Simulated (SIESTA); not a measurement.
**HfC in SIESTA: the effect of functional**

The system is HfC.

```xyz
2
Lattice="0.0000 2.3250 2.3250 2.3250 0.0000 2.3250 2.3250 2.3250 0.0000" Properties=species:S:1:pos:R:3 pbc="T T T"
Hf    2.3250    2.3250    2.3250
C     0.0000    0.0000    0.0000
```

Alike in all runs:

| Quantity | Value |
| --- | --- |
| Program | SIESTA 5.4.2 |
| Task | band structure |
| Basis | DZP (energy shift 0.003 Ry; two zetas on semicore shells) |
| Grid cutoff | 800 Ry |
| Energy shift | 0.003 Ry |
| k mesh | 10 × 10 × 10 |
| Occupations | fermi-dirac, width 0.05 eV |
| Spin | no spin polarisation |

Task: One run gave: pressure 10.4 GPa. Which functional did it use?
A. AM05
B. vdW-DF-cx
C. BLYP

Result: C.

| functional | potentials or basis | pressure (GPa) |
| --- | --- | --- |
| AM05 | PseudoDojo 0.4 standard (PBEsol files) | -4.2 |
| BLYP | PseudoDojo 0.4 standard (PBE files) | 10.4 |
| vdW-DF-cx | PseudoDojo 0.4 standard (PBE files) | -1.8 |

Caveats: short orbitals over semicore shells can move pressures by several GPa; the potentials were made for another functional, which shifts forces and pressure; the basis of atomic orbitals isn't converged, which shifts pressures, moduli and gaps.
